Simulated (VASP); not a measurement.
**PtS2: relaxation of cell and atoms with PBE**

Crystal: PtS2.

```
Pt S
1.0
     3.54320    0.00000    0.00000
    -1.77160    3.06850    0.00000
     0.00000    0.00000    5.03880
Pt S
1 2
Direct
  0.00000 0.00000 0.00000
  0.66667 0.33333 0.77300
  0.33333 0.66667 0.22700
```

```yaml
Program: VASP 6.6.1
Task: relaxation of cell and atoms
Functional: PBE
Potentials_or_basis: VASP PAW PBE potentials, release 64 (Pt, S)
Cutoff: 600 eV
k_mesh: 9 × 9 × 5
Occupations: fermi-dirac, width 0.05 eV
Spin: no spin polarisation
Further_INCAR_settings: ALGO = Normal; EDIFF = 1e-06; IBRION = 2; EDIFFG = -0.02; NSW = 60; ISIF = 3
```

```yaml
Relaxed_volume: 22.74 Å³/atom
Relaxed_cell: a = 3.577 Å, b = 3.577 Å, c = 6.158 Å, α = 90.00°, β = 90.00°, γ = 120.00°
Space_group_after_relaxing_to_0.05_Å: P-3m1 (No. 164)
Energy_gained_by_relaxing: 62.7 meV/atom
Ionic_steps: 21
Pressure_after_relaxing: 0.0 GPa
Largest_force_after_relaxing: 0.003 eV/Å
Band_gap_on_the_k_mesh: 1.46 eV, indirect (least direct gap 1.49 eV)
```

Forces in eV/Å, atoms in the order of the input:
```
Pt   0.000  0.000  0.000
S    0.000  0.000 -0.003
S    0.000  0.000  0.003
```

Stress tensor (GPa, compression positive):
```
-0.10  0.00  0.00
 0.00 -0.10  0.00
 0.00  0.00  0.08
```

The path:
```csv
step,energy change (eV),largest force (eV/Å),pressure (GPa),volume (Å³)
1,0.0000,1.2127,11.13,54.78
2,0.2406,1.3965,-12.59,65.47
3,-0.1406,0.0194,-0.42,58.46
4,-0.1408,0.0556,-0.07,58.33
5,-0.1408,0.0757,0.11,58.26
6,-0.1481,0.0029,0.19,58.34
7,-0.1528,0.1625,0.35,58.49
8,-0.1529,0.1405,0.32,58.47
9,-0.1558,0.1543,0.11,58.88
10,-0.1629,0.1908,-0.49,60.12
11,-0.1709,0.2500,-1.48,62.60
12,-0.1719,0.2367,-1.38,62.66
13,-0.1747,0.1957,-1.07,62.83
14,-0.1790,0.1108,-0.41,63.18
15,-0.1818,0.0728,0.96,63.86
16,-0.1819,0.0507,0.78,63.78
17,-0.1827,0.0546,0.78,64.14
18,-0.1847,0.0714,0.78,65.25
19,-0.1865,0.1205,0.87,67.45
20,-0.1879,0.0364,-0.35,68.48
21,-0.1881,0.0035,-0.04,68.22
```

Final structure:
```cif
data_structure
_symmetry_space_group_name_H-M 'P 1'
_symmetry_Int_Tables_number 1
_cell_length_a 3.5767
_cell_length_b 3.5767
_cell_length_c 6.1577
_cell_angle_alpha 90.000
_cell_angle_beta 90.000
_cell_angle_gamma 120.000
_cell_volume 68.22
loop_
_atom_site_label
_atom_site_type_symbol
_atom_site_fract_x
_atom_site_fract_y
_atom_site_fract_z
_atom_site_occupancy
Pt1 Pt 0.00000 0.00000 0.00000 1
S1 S 0.66667 0.33333 0.80127 1
S2 S 0.33333 0.66667 0.19873 1
```

Levels at points of the mesh, in eV from the valence-band top:
```csv
k point,band 8,band 9,band 10,band 11,band 12,band 13,band 14,band 15
"(0.00, 0.00, 0.00)",-1.14,-0.47,-0.47,-0.33,2.97,2.97,5.37,5.84
```

Run time: 3.6 min on 1 thread of Intel(R) Xeon(R) 6975P-C (Granite Rapids), on a shared host, peak memory 0.22 GiB.

Caveat: the volume moved by over 15 % at a fixed basis, so the end points are rough; spin-orbit coupling is left out, which moves the levels of the heavy elements; an odd mesh through Γ misses points on the zone boundary, where band edges often lie; this functional lacks dispersion, which binds the layers, so the pressure and a relaxed spacing across them are unreliable, and here the layers came unbound; the volume moved by +25 % from the deposited cell, more than functionals usually miss. PBE usually gives volumes a little too large and moduli too small.
